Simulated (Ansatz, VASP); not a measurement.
## One calculation of C, two programs

Contents of POSCAR:

```
C
1.0
    0.0000000000      1.7823668848      1.7823668848
    1.7801417077      0.0022251771      1.7801417077
    1.7801417077      1.7801417077      0.0022251771
C
2
Direct
    0.5000000000      0.5000000000      0.5000000000
    0.7500000000      0.7500000000      0.7500000000
```

File INCAR.step1:

```
PREC = Accurate ; ENCUT = 520
ISMEAR = 0 ; SIGMA = 0.05
LREAL = False ; LASPH = True
NELM = 60 ; NBANDS = 11
GGA = PE ; ALGO = Normal
EDIFF = 1E-4 ; LWAVE = True
LCHARG = False
```

INCAR.step2

```
PREC = Accurate ; ENCUT = 520
EDIFF = 1E-6 ; ISMEAR = 0
SIGMA = 0.05 ; LREAL = False
LASPH = True ; NELM = 60
ALGO = Normal ; ISIF = 2
LWAVE = False ; LCHARG = True
METAGGA = R2SCAN ; LMIXTAU = True
LELF = True ; LVHAR = True
NBANDS = 11 ; ISTART = 1
```

KPOINTS

```
regular mesh
0
Gamma
  12 12 12
```

Input for Ansatz:

```yaml
crystal:
  lattice:
    - [0.0, 1.7823668848, 1.7823668848]
    - [1.7801417077, 0.0022251771, 1.7801417077]
    - [1.7801417077, 1.7801417077, 0.0022251771]
  atoms:
    - { symbol: C, position: [0.5, 0.5, 0.5] }
    - { symbol: C, position: [0.75, 0.75, 0.75] }
basis:
  ecutwfc: 500
kpoints:
  mp_grid: { grid: [12, 12, 12] }
hamiltonian:
  xc: r2scan
scf:
  occupations: { method: gaussian, width: 0.05 }
output:
  forces: true
  stress: true
  eigenvalues: true
```

Change from the starting cell: strain +0.0025 x Voigt [0, 0, 0, 1, 0, 0], atoms carried along.

Alike in both runs: task single point; functional r2SCAN; k mesh 12 × 12 × 12; occupations gaussian, width 0.05 eV; no spin polarisation.

|  | VASP | Ansatz |
| --- | --- | --- |
| version | VASP 6.6.1 | Ansatz 0.2.0 |
| potentials or method | VASP PAW PBE potentials, release 64 (C) | scalar-relativistic, plane waves, PAW |
| plane-wave cutoff (eV) | 520 | 500 |
| valence electrons in the cell | 8 | 8 |

```csv
,VASP,Ansatz,Ansatz less VASP
gap on the k mesh at the Fermi level (eV),4.35,4.38,+0.030
least direct gap on the mesh (eV),5.81,5.86,+0.045
pressure (GPa),1.1,0.0,-1.11
largest component of the traceless stress (GPa),1.48,1.47,-0.010
rms of the force components (eV/Å),0.004,0.003,-0.0005
```

Atom by atom the forces differ by 0.001 eV/Å (rms over components).

Caveats: the PAW data sets were made with another functional, which shifts forces and pressure a little (VASP).
